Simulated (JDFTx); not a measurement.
# Li under changes of volume

One of the cells (21.609 Å³/atom); the others are scaled copies at fixed shape and fractional positions:

```
Li
1.0
    -1.75465    1.75465    1.75465
     1.75465   -1.75465    1.75465
     1.75465    1.75465   -1.75465
Li
1
Cartesian
  0.0000 0.0000 0.0000
```

| Property | Result |
| --- | --- |
| Program | JDFTx 1.7.0 (patched build) |
| Functional | PBEsol |
| Potentials or basis | PseudoDojo-SR-PBEsol-0.4.1-standard with smoothed tails |
| Cutoff | 1007 eV |
| Density cutoff | 4027 eV |
| k mesh | 11 × 11 × 11 |
| Occupations | fermi-dirac, width 0.05 eV |
| Spin | no spin polarisation |

```tsv
volume (Å³/atom)	energy over the lowest point (meV/atom)	pressure (GPa)
20.312	0.00	-0.1
20.744	0.50	-0.3
21.177	?	?
21.609	3.58	-0.8
22.041	6.03	-1.0
22.473	9.03	-1.2
22.905	12.52	-1.4
```

Question: What does the run at 21.177 Å³/atom give?

Answer: Energy over the lowest point 1.72 meV/atom; pressure -0.6 GPa.

Worked out: A Birch-Murnaghan fit of order 3 (a polynomial in V^(-2/3)) to the other rows has its minimum at 20.24 Å³/atom, just outside them, with B0 = V·E''(V) = 13.7 GPa and B' = 3.2. It gives 1.72 meV/atom at 21.177 Å³/atom, against the run's 1.72, and -dE/dV = -0.6 GPa, against -0.6.

Energies are extrapolated to zero smearing.
